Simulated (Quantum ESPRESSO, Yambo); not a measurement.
# Sb (buckled honeycomb monolayer): G0W0 with Yambo, start to end, part 2 of 3

Wanted: ground state, empty states, screening and self-energy for Sb (buckled honeycomb monolayer).

Quantum ESPRESSO 7.5 and Yambo 5.3.0; PBE and many-body steps on it, plane waves. Known limits of the many-body steps: not at the basis limit; no spin-orbit coupling.

So far. Step 2 (Ground state): The gap is indirect, with the least direct gap 0.26 eV higher. Step 3 (Bands along the symmetry lines): The gap is 1.297 eV, −0.017 eV from the run before at this level.

## 4. Empty states on the mesh, 6×6×1 mesh, 135 bands

Level of this step: DFT, PBE, plane waves, norm-conserving pseudopotentials (Quantum ESPRESSO).

The sums over transitions need many empty states on a uniform mesh; this step solves for them.

The input, pw.in:

```
&control
  calculation = 'nscf'
  prefix = 'x'
  outdir = 'o'
  pseudo_dir = 'pseudo'
/
&system
  ibrav = 0
  nat = 2
  ntyp = 1
  ecutwfc = 88.0
  nbnd = 135
  force_symmorphic = .true.
/
&electrons
  conv_thr = 1e-9
  electron_maxstep = 80
  diago_full_acc = .true.
  diago_thr_init = 5e-6
/
ATOMIC_SPECIES
  Sb 121.76 Sb.upf
CELL_PARAMETERS angstrom
  4.1272254436 0.0000000001 0.0000000000
  -2.0636127219 3.5742820813 0.0000000000
  0.0000000000 0.0000000000 14.0000000000
ATOMIC_POSITIONS crystal
  Sb 0.3333333333 0.6666666667 0.4415848827
  Sb 0.6666666667 0.3333333333 0.5584151173
K_POINTS automatic
  6 6 1 0 0 0
```

Started as:

```console
$ OMP_NUM_THREADS=1 mpirun -n 4 pw.x -nk 4 -in pw.in > pw.out
```

The program printed:

```text
[banner, memory and clock lines left out]
Program PWSCF v.7.5 starts

     Atomic positions and unit cell read from directory:
     o/x.save/

     Message from routine setup:
     using ibrav=0 with symmetry is DISCOURAGED, use correct ibrav instead

     G-vector sticks info

     bravais-lattice index     =            0
     lattice parameter (alat)  =       7.7993  a.u.
     unit-cell volume          =    1393.7076 (a.u.)^3
     number of atoms/cell      =            2
     number of atomic types    =            1
     number of electrons       =        46.00
     number of Kohn-Sham states=          135
     kinetic-energy cutoff     =      88.0000  Ry
     charge density cutoff     =     352.0000  Ry
     Exchange-correlation= PBE
                           (   1   4   3   4   0   0   0)

     celldm(1)=   7.799326  celldm(2)=   0.000000  celldm(3)=   0.000000
     celldm(4)=   0.000000  celldm(5)=   0.000000  celldm(6)=   0.000000

     crystal axes: (cart. coord. in units of alat)
               a(1) = (   1.000000   0.000000   0.000000 )
               a(2) = (  -0.500000   0.866025   0.000000 )
               a(3) = (   0.000000   0.000000   3.392109 )

     reciprocal axes: (cart. coord. in units 2 pi/alat)
               b(1) = (  1.000000  0.577350 -0.000000 )
               b(2) = ( -0.000000  1.154701  0.000000 )
               b(3) = (  0.000000 -0.000000  0.294802 )
     Pseudo is Norm-conserving + core correction, Zval = 23.0
     Generated using ONCVPSP code by D. R. Hamann
     Using radial grid of 1434 points,  6 beta functions with:
     Sb               23.00   121.76000     Sb( 1.00)

     12 Sym. Ops., with inversion, found

   Cartesian axes

     site n.     atom                  positions (alat units)
         1        Sb     tau(   1) = (  -0.0000000   0.5773503   1.4979042  )
         2        Sb     tau(   2) = (   0.5000000   0.2886751   1.8942051  )

     number of k points=     7
                       cart. coord. in units 2pi/alat
        k(    1) = (   0.0000000   0.0000000   0.0000000), wk =   0.0555556
        k(    2) = (  -0.0000000   0.1924501   0.0000000), wk =   0.3333333
        k(    3) = (  -0.0000000   0.3849002   0.0000000), wk =   0.3333333
        k(    4) = (   0.0000000  -0.5773503   0.0000000), wk =   0.1666667
        k(    5) = (   0.1666667   0.2886751   0.0000000), wk =   0.3333333
        k(    6) = (   0.1666667   0.4811252   0.0000000), wk =   0.6666667
        k(    7) = (   0.3333333   0.5773503   0.0000000), wk =   0.1111111

     Dense  grid:   155503 G-vectors     FFT dimensions: (  48,  48, 160)

     The potential is recalculated from file :
     o/x.save/charge-density

     Starting wfcs are   26 randomized atomic wfcs +  109 random wfcs

     Band Structure Calculation

     End of band structure calculation

          k = 0.0000 0.0000 0.0000 ( 19441 PWs)   bands (ev):

  -143.8141-143.8134 -96.7852 -96.7852 -96.7813 -96.7813 -96.7396 -96.7360
   -28.6434 -28.6434 -28.5729 -28.5729 -28.5295 -28.4680 -28.4680 -28.4333
   -28.3899 -28.3899 -11.3111  -6.3830  -0.6593  -0.0917  -0.0917   1.4860
     2.6985   2.6985   4.3309   4.4300   6.3186   7.2106   7.5753   8.0835
[...]
[... 5 further rows ...]
[...]
39.2230  39.2230  39.3484  39.3484  39.5144  39.6096  39.7812

          k =-0.0000 0.1925 0.0000 ( 19426 PWs)   bands (ev):

  -143.8141-143.8135 -96.7853 -96.7851 -96.7815 -96.7812 -96.7394 -96.7361
[...]
[... 5 further rows ...]
[...]
37.8954  37.9536  37.9854  38.5074  38.8825  39.1606  39.5192

          k =-0.0000 0.3849 0.0000 ( 19432 PWs)   bands (ev):

  -143.8140-143.8136 -96.7855 -96.7846 -96.7820 -96.7810 -96.7388 -96.7367
[...]
22.7203  23.9099  24.0660  24.0912  24.2881  24.3844  24.5677  24.9474
     [... 5 further rows ...]
    35.5570  35.8408  36.0933  36.4149  36.7332  37.0194  37.0345  37.0985
    37.1889  37.3145  37.4037  37.5911  37.6922  37.7221  38.2914

          k = 0.0000-0.5774 0.0000 ( 19432 PWs)   bands (ev):

     [... further k-points ...]

     highest occupied, lowest unoccupied level (ev):    -0.0917    1.2219

     XML data file, pseudopotentials, collected wavefunctions
```

The job ended after 51 s (4 MPI ranks of Arm Neoverse V1, shared host; peak memory 1.2 GiB; 3.4 min of CPU time).

This step gave:

| Item | Value |
| --- | --- |
| gap | 1.314 eV |
| k of the valence top | 0, 0, 0 |
| k of the conduction bottom | 0, 0.3333, 0 |
| least direct gap | 1.578 eV |
| k points computed | 7 |
| lowest point of the top converged band, above the valence top | 37.77 eV |

On this mesh the gap is 1.314 eV.

## 5. Conversion and set-up

This step: Yambo 5.3.0; conversion and set-up on PBE, plane waves, norm-conserving pseudopotentials.

The states are converted to the many-body program's format and the q mesh is built.

Started as:

```console
$ (cd o/x.save; p2y > p2y.log; mv SAVE ../..); yambo > setup.log
```

The program printed:

```text
 Yambo, version 5.3.0

 [02] CORE Variables Setup
 =========================

  [02.01] Unit cells
  ==================

  Cell kind             :  HCP
  Atoms in the cell     :  Sb
  number of Sb atoms    :  2

  List of atomic masses
  Mass of Sb    :  121.7600

  List of atomic coordinates    : [cc]
  Sb1       : -0.51595E-09   4.5029       11.683      order 1
  Sb2       :   3.89966   2.25147  14.77352  order 2

  Alat factors          :   7.79933   6.75441  26.45617 [a.u.]
  Direct lattice volume :   1393.71    [a.u.]
  Direct lattice vectors:  A[ 1 ]  A[ 2 ]  A[ 3 ]
   A[ 1 ]:   1.0000      0.27978E-10   0.0000      [iru]
    7.7993      0.18897E-09   0.0000      [cc]
   A[ 2 ]: -0.500000  1.000000  0.000000  [iru]
  -3.899663  6.754414  0.000000  [cc]
   A[ 3 ]:  0.000000  0.000000  1.000000  [iru]
    0.00000   0.00000  26.45617  [cc]

  Recip. lattice volume :  0.177979 [a.u.]
  Recip. lattice vectors:  B[ 1 ]  B[ 2 ]  B[ 3 ]
   B[ 1 ]:  1.000000  0.500000  0.000000  [iku]
   0.805606  0.465117 -0.000000  [cc]
   B[ 2 ]: -0.27978E-10   1.0000       0.0000      [iku]
  -0.22539E-10  0.93023       0.0000      [cc]
   B[ 3 ]:  0.000000  0.000000  1.000000  [iku]
   0.000000 -0.000000  0.237494  [cc]

  [02.02] Symmetries
  ==================

  Inversion symmetry    : yes
  Spatial inversion     : yes
  Inversion index       :   7
  K-space Time-reversal : no
  Magnetic symmetries   : no
  Group table correct   : yes
  Symmetries units      :  [cc]

   [S  1]:   1.0000      0.11768E-27   0.0000     -0.21996E-16   1.0000       0.0000       0.0000       0.0000       1.0000
   [S  2]:   1.0000      0.48459E-10   0.0000      0.55955E-10  -1.0000       0.0000       0.0000       0.0000      -1.0000
   [S  3]: -0.500000  0.866025  0.000000 -0.866025 -0.500000  0.000000  0.000000  0.000000  1.000000
[...]
[S 11]:  0.500000  0.866025  0.000000  0.866025 -0.500000  0.000000  0.000000  0.000000  1.000000
   [S 12]:  0.500000 -0.866025  0.000000 -0.866025 -0.500000  0.000000  0.000000  0.000000  1.000000

  [02.03] Reciprocal space
  ========================

  nG shells         :   6835
  nG charge         :  155503
  nG WFs            :  22887
  nC WFs            :  19458
  G-vecs. in first 80 shells:  [ Number ]
     1    3    5    7   13   15   27   39   51
    53   65   67   79   85   97   99  111  123
   135  141  153  165  167  179  191  203  215
[...]
813   825   837   839   851   863   887   899
  ...
  Shell energy in first 80 shells:  [ mHa ]
[...]
4061.05      4118.18      4147.82      4345.24      4410.56      4493.72      4550.84      4599.05      4710.41
    4766.09      4833.58      4909.27      5143.08      5192.01      5198.76      5220.21      5275.89      5304.82
    5313.01      5359.05      5445.83      5527.54      5624.68      5643.24      5652.88      5698.92
  ...

[...]
K/Q-points units:
  rlu = crystal or reduced units; cc = cartesian coordinates; iku = interal k-units

  K [1]          [rlu]:  0.000000  0.000000  0.000000
         WF components:  19441
  K [2]          [rlu]: -0.16919E-26  0.16667       0.0000
         WF components:  19426
  K [3]          [rlu]: -0.33838E-26  0.33333       0.0000
         WF components:  19432
  K [4]          [rlu]:  0.18176E-26 -0.50000       0.0000
         WF components:  19432
  K [5]          [rlu]:  0.166667  0.166667  0.000000
         WF components:  19427
  K [6]          [rlu]:  0.166667  0.333333  0.000000
         WF components:  19416
  K [7]          [rlu]:  0.333333  0.333333  0.000000
         WF components:  19458

  [02.05] Energies & Occupations
  ==============================

  [X] === General ===
  [X] Electronic Temperature                        :  0.000000  0.000000 [eV K]
  [X] Bosonic    Temperature                        :  0.000000  0.000000 [eV K]
  [X] Finite Temperature mode                       : no
  [X] El. density                                   :  0.22273E+24 [cm-3]
  [X] Fermi Level                                   : -0.091652 [eV]

  [X] === Gaps and Widths ===
  [X] Conduction Band Min                           :  1.313505 [eV]
  [X] Valence Band Max                              :  0.000000 [eV]
  [X] Filled Bands                                  :  23
  [X] Empty Bands                                   :   24  135
  [X] Direct Gap                                    :  1.577658 [eV]
  [X] Direct Gap localized at k                     :  1
  [X] Indirect Gap                                  :  1.313505 [eV]
  [X] Indirect Gap between kpts                     :  1  3
  [X] Last valence band width                       :  1.770319 [eV]
  [X] 1st conduction band width                     :  0.892837 [eV]

  E @ K [1]:  [eV]
  -143.7225 -143.7218  -96.6936  -96.6936  -96.6896  -96.6896  -96.6480  -96.6443
[...]
occ @ K [1]
[...]
E @ K [2]:  [eV]
[...]
occ @ K [2]
[...]
E @ K [3]:  [eV]
[...]
occ @ K [3]
[...]
E @ K [4]:  [eV]
[...]
occ @ K [4]
[...]
E @ K [5]:  [eV]
[...]
occ @ K [5]
[...]
E @ K [6]:  [eV]
[...]
occ @ K [6]
[...]
E @ K [7]:  [eV]
[...]
occ @ K [7]
[...]
0.000000  0.000000  0.000000  0.000000  0.000000  0.000000  0.000000  0.000000
   0.000000  0.000000  0.000000  0.000000  0.000000  0.000000  0.000000  0.000000

 [03] Transferred momenta grid and indexing
 ==========================================

 IBZ Q-points                                      :   7
 BZ  Q-points                                      :   36

 K/Q-points units:
 rlu = crystal or reduced units; cc = cartesian coordinates; iku = interal k-units

 Q [1]          [rlu]:  0.000000  0.000000  0.000000
 Q [2]          [rlu]: -0.42332E-17  0.16667       0.0000
 Q [3]          [rlu]: -0.84664E-17  0.33333       0.0000
 Q [4]          [rlu]:  0.12700E-16 -0.50000       0.0000
 Q [5]          [rlu]:  0.166667  0.166667  0.000000
 Q [6]          [rlu]:  0.166667  0.333333  0.000000
 Q [7]          [rlu]:  0.333333  0.333333  0.000000

  [03.01] X indexes
  =================

   [03.01.01] Sigma indexes
   ========================

 [06] Game Over & Game summary
```

The job ended after 2.6 s (1 MPI rank; peak memory 0.26 GiB).

(Part 2 of 3 ends here.)

[Paths, hosts, dates, memory and timing lines, banners, echoed tables and standing remarks are left out of the program output.]

[Logs are printed without paths, hosts, clocks, repeated set-up lines and the standing remarks that a program may print on its own settings, such as how far it seeks lower states.]

[Runs of the session that timed out or met a known fault of the program may be left out.]

[Hosts, paths, dates, database ids (printed as entryN), source tags and the programs' standing remarks are cut or masked in the printed files.]
